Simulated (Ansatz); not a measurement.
**LiH: a single-point run**

Aim: a sound single-point run of LiH. The structure is shown as the input types it. The cell is built on a prototype (zincblende) and needn't be the phase found in nature.

Program: Ansatz 0.2.0. Level of theory: density functional or hybrid calculation with the settings of its input, plane waves (as first typed). These are calculated values, not measurements.

4 further runs of the same task are left out: 4 that didn't finish.

## (1) The starting structure

It takes space group F-43m (No. 216, cubic). Conventional cell: a = 4.290 Å, b = 4.290 Å, c = 4.290 Å, α = 90.00°, β = 90.00°, γ = 90.00°. Li (site symmetry -43m) is surrounded by 4 H at 1.86 Å. Around H (site symmetry -43m) lie 4 Li at 1.86 Å.

As a file:

```cif
data_structure
_symmetry_space_group_name_H-M 'F-43m'
_symmetry_Int_Tables_number 216
_cell_length_a 4.2902
_cell_length_b 4.2902
_cell_length_c 4.2902
_cell_angle_alpha 90.000
_cell_angle_beta 90.000
_cell_angle_gamma 90.000
_cell_volume 78.97
loop_
_atom_site_label
_atom_site_type_symbol
_atom_site_symmetry_multiplicity
_atom_site_Wyckoff_symbol
_atom_site_fract_x
_atom_site_fract_y
_atom_site_fract_z
_atom_site_occupancy
Li1 Li 4 a 0.00000 0.00000 0.00000 1
H1 H 4 d 0.25000 0.25000 0.75000 1
```

## (2) Running it

input.yaml reads:

```yaml
crystal:
  lattice:
    - [0.0, 2.1451220099, 2.1451220099]
    - [2.1451220099, 0.0, 2.1451220099]
    - [2.1451220099, 2.1451220099, 0.0]
  atoms:
    - { symbol: Li, position: [0.0, 0.0, 0.0] }
    - { symbol: H, position: [0.25, 0.25, 0.25] }
kpoints:
  mp_grid: { grid: [8, 8, 8] }
hamiltonian:
  xc: pbesol
scf:
  occupations: { method: methfessel_paxton, width: 4 }
  n_extra_bands: 4
output:
  forces: true
  stress: true
  eigenvalues: true
```

Launch:

```bash
$ ansatz run input.yaml --threads 4 --pin off --max-ram 3686MiB --backend cpu --events-out ev --progress --plain --runs-dir out
```

Q: Will this input give a usable result? If not, why, and what should change?

The run converged and reported no error. That alone doesn't make the input a sound one.

Look at the input: scf.occupations.method is methfessel_paxton; scf.occupations.width is 4. Occupations are smeared over electronvolts, wider than many features of the bands.

The test: delete scf.occupations.width (the default then holds) and set scf.occupations.method to fixed.
